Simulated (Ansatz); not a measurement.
# SiNi2: the cost of one run

Method: DFT PBEsol, scalar-relativistic, plane waves, PAW, in Ansatz 0.2.0.

## 1. The system as given

The structure is hexagonal, space group P6_3/mmc (No. 194). Conventional cell: a = 3.868 Å, b = 3.868 Å, c = 4.917 Å, α = 90.00°, β = 90.00°, γ = 120.00°. Around Si (site symmetry -6m2) lie 11 Ni at 2.23 to 2.55 Å. Ni (site symmetry -3m) is surrounded by 8 Ni at 2.46 to 2.55 Å and 6 Si at 2.55 Å. Ni (site symmetry -6m2) is surrounded by 5 Si at 2.23 to 2.46 Å and 6 Ni at 2.55 Å.

Coordinates:

```xyz
6
Lattice="3.8685 0.0000 0.0000 -1.9342 3.3502 0.0000 0.0000 0.0000 4.9170" Properties=species:S:1:pos:R:3 pbc="T T T"
Si    0.0000    2.2335    3.6877
Si    1.9342    1.1167    1.2292
Ni    0.0000    0.0000    0.0000
Ni    0.0000    0.0000    2.4585
Ni    0.0000    2.2335    1.2292
Ni    1.9342    1.1167    3.6877
```

This cell was relaxed beforehand with the same method: volume 10.62 Å³/atom, gap on the mesh none (metal).

## 2. Cutting the slab

Planes are indexed in the bulk's conventional cell (P6_3/mmc (No. 194)), a = 3.868 Å, b = 3.868 Å, c = 4.917 Å, α = 90.00°, β = 90.00°, γ = 120.00°.

A (001) slab, 8.6 Å thick as cut, with 17 Å of vacuum; its outer planes are Ni (top) and SiNi (bottom).

The slab as cut. Layers, bottom to top:

| plane | atoms per cell | height over the lowest (Å) |
| --- | --- | --- |
| 1 | SiNi | 0.00 |
| 2 | Ni | 1.23 |
| 3 | SiNi | 2.46 |
| 4 | Ni | 3.69 |
| 5 | SiNi | 4.92 |
| 6 | Ni | 6.15 |
| 7 | SiNi | 7.38 |
| 8 | Ni | 8.60 |

## 3. Relaxing the clean slab

Input file input.yaml:

```yaml
crystal:
  lattice:
    - [3.8684636528, 0.0, 0.0]
    - [-1.9342318264, 3.350187797, 0.0]
    - [0.0, 0.0, 25.6047242021]
  atoms:
    - { symbol: Si, position: [0.6666666667, 0.3333333333, 0.3319699885] }
    - { symbol: Ni, position: [0.3333333333, 0.6666666667, 0.3319699885] }
    - { symbol: Ni, position: [0.0, 0.0, 0.3799785632] }
    - { symbol: Si, position: [0.3333333333, 0.6666666667, 0.4279871379] }
    - { symbol: Ni, position: [0.6666666667, 0.3333333333, 0.4279871379] }
    - { symbol: Ni, position: [0.0, 0.0, 0.4759957126] }
    - { symbol: Si, position: [0.6666666667, 0.3333333333, 0.5240042874] }
    - { symbol: Ni, position: [0.3333333333, 0.6666666667, 0.5240042874] }
    - { symbol: Ni, position: [0.0, 0.0, 0.5720128621] }
    - { symbol: Si, position: [0.3333333333, 0.6666666667, 0.6200214368] }
    - { symbol: Ni, position: [0.6666666667, 0.3333333333, 0.6200214368] }
    - { symbol: Ni, position: [0.0, 0.0, 0.6680300115] }
basis:
  ecutwfc: 420
kpoints:
  mp_grid: { grid: [9, 9, 1] }
hamiltonian:
  xc: pbesol
scf:
  occupations: { method: gaussian, width: 0.1 }
output:
  forces: true
  eigenvalues: true
relax:
  adjacent_minimum: "off"
  f_tol: 0.03
  max_steps: 70
  constraints: [{ sites: [0, 1, 2, 3, 4, 5] }]
efield:
  axis: 3
  dipole_correction: true
  ramp_width: 0.04
```

Run with:

```console
ansatz run input.yaml --threads 4 --pin off --max-ram 10240MiB --backend cpu --events-out ev --progress --plain --runs-dir out
```

What time and memory should one allow on 4 threads of Intel Xeon Platinum 8488C (Sapphire Rapids), shared host?

About 76 s, with a peak of 1.1 GiB.
